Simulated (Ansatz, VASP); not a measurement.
Ga4O: VASP beside Ansatz

File INCAR:

```
SYSTEM = Ga4O
PREC     = Accurate       ! precision mode
ENCUT    = 600            ! plane-wave cutoff, eV
EDIFF    = 1E-7           ! SCF threshold, eV
ISMEAR   = 0              ! smearing method
SIGMA    = 0.1            ! smearing width, eV
LREAL    = .False.        ! projectors in reciprocal space
LASPH    = .True.         ! aspherical terms in the spheres
NELM     = 100            ! most SCF steps
ALGO     = Normal         ! electronic algorithm
ISIF     = 3              ! what is computed and relaxed
LWAVE    = .False.        ! write WAVECAR
LCHARG   = .False.        ! write CHGCAR
GGA      = PE             ! functional
IBRION   = 2              ! ionic algorithm
NSW      = 90             ! ionic steps
EDIFFG   = -0.04          ! ionic threshold
```

Contents of KPOINTS:

```
regular mesh
0
Gamma
  4 4 4
  0 0 0
```

File POSCAR:

```
Ga4O
1.0
    4.4620178800      0.0000000000      0.0000000000
    0.0000000000      4.4620178800      0.0000000000
    0.0000000000      0.0000000000      4.4620178800
Ga O
4 1
Direct
    0.0000000000      0.5000000000      0.5000000000
    0.5000000000      0.0000000000      0.5000000000
    0.5000000000      0.5000000000      0.0000000000
    0.0000000000      0.0000000000      0.0000000000
    0.5000000000      0.5000000000      0.5000000000
```

Input for Ansatz:

```yaml
crystal:
  lattice:
    - [4.46201788, 0.0, 0.0]
    - [0.0, 4.46201788, 0.0]
    - [0.0, 0.0, 4.46201788]
  atoms:
    - { symbol: Ga, position: [0.0, 0.5, 0.5] }
    - { symbol: Ga, position: [0.5, 0.0, 0.5] }
    - { symbol: Ga, position: [0.5, 0.5, 0.0] }
    - { symbol: Ga, position: [0.0, 0.0, 0.0] }
    - { symbol: O, position: [0.5, 0.5, 0.5] }
basis:
  ecutwfc: 420
kpoints:
  mp_grid: { grid: [4, 4, 4] }
hamiltonian:
  xc: pbe
scf:
  occupations: { method: gaussian, width: 0.1 }
  lower_state_search: "off"
output:
  forces: true
  stress: true
  eigenvalues: true
relax:
  adjacent_minimum: "off"
  f_tol: 0.04
  max_steps: 70
  cell: { stress_tol: 0.4 }
```

Alike in both runs: task relaxation of cell and atoms; functional PBE; k mesh 4 × 4 × 4; occupations gaussian, width 0.1 eV; no spin polarisation.

```csv
,VASP,Ansatz
version,VASP 6.6.1,Ansatz 0.2.0
potentials or method,"VASP PAW PBE potentials, release 64 (Ga_d, O)","scalar-relativistic, plane waves, PAW"
plane-wave cutoff (eV),600,420
valence electrons in the cell,58,58
```

VASP gave:

* gap on the k mesh at the Fermi level, each at its own relaxed structure (eV): none
* relaxed volume (Å³/atom): 17.94
* relaxed cell length with the largest relative difference (Å): 4.476

Task: Estimate Ansatz's values.

Result: gap on the k mesh at the Fermi level, each at its own relaxed structure (eV): none; relaxed volume (Å³/atom): 17.89; relaxed cell length with the largest relative difference (Å): 4.472.

A gap of «none» marks a metal or a gap that the smearing closes.
